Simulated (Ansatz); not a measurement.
# MnO: the cost of one run

Program: Ansatz 0.2.0. Level of theory: DFT PBE, scalar-relativistic, plane waves, PAW. These are calculated values, not measurements.

## (1) Starting point

Symmetry: Fm-3m, No. 225, cubic system. Conventional cell: a = 4.432 Å, b = 4.432 Å, c = 4.432 Å, α = 90.00°, β = 90.00°, γ = 90.00°. Mn (site symmetry m-3m) is surrounded by 6 O at 2.22 Å. O (site symmetry m-3m) has 6 Mn at 2.22 Å as nearest neighbours.

Structure file:

```xyz
4
Lattice="2.2158 2.2158 4.4316 4.4316 2.2158 2.2158 2.2158 4.4316 2.2158" Properties=species:S:1:pos:R:3 pbc="T T T"
Mn    0.0000    0.0000    0.0000
Mn    4.4316    4.4316    4.4316
O     2.2158    2.2158    2.2158
O     6.6474    6.6474    6.6474
```

## (2) Relaxing cell and atoms: MnO, moments +−

The input, input.yaml:

```yaml
crystal:
  lattice:
    - [2.2158, 2.2158, 4.4316]
    - [4.4316, 2.2158, 2.2158]
    - [2.2158, 4.4316, 2.2158]
  atoms:
    - { symbol: Mn, position: [0.0, 0.0, 0.0], spin: 5.0 }
    - { symbol: Mn, position: [0.5, 0.5, 0.5], spin: -5.0 }
    - { symbol: O, position: [0.25, 0.25, 0.25] }
    - { symbol: O, position: [0.75, 0.75, 0.75] }
magnetization:
  spin_polarized: true
scf:
  occupations: { method: fixed }
output:
  forces: true
  stress: true
  populations: true
  write_density: true
  write_potential: true
  elf: true
  volumetric_format: npy
hamiltonian:
  xc: pbe
relax:
  f_tol: 0.003
  cell: { stress_tol: 0.02 }
kpoints:
  mp_grid: { grid: [10, 10, 10] }
```

The run is started by

```console
$ ansatz run input.yaml --threads 4 --pin off --max-ram 10240MiB --backend cpu --events-out ev --progress --plain --runs-dir out
```

**Question.** How long does this run take on 4 threads of Intel Xeon Platinum 8259CL at 2.50GHz (Skylake/Cascade Lake), shared host, and how much memory does it need?

About 24 s, with a peak of 0.59 GiB.
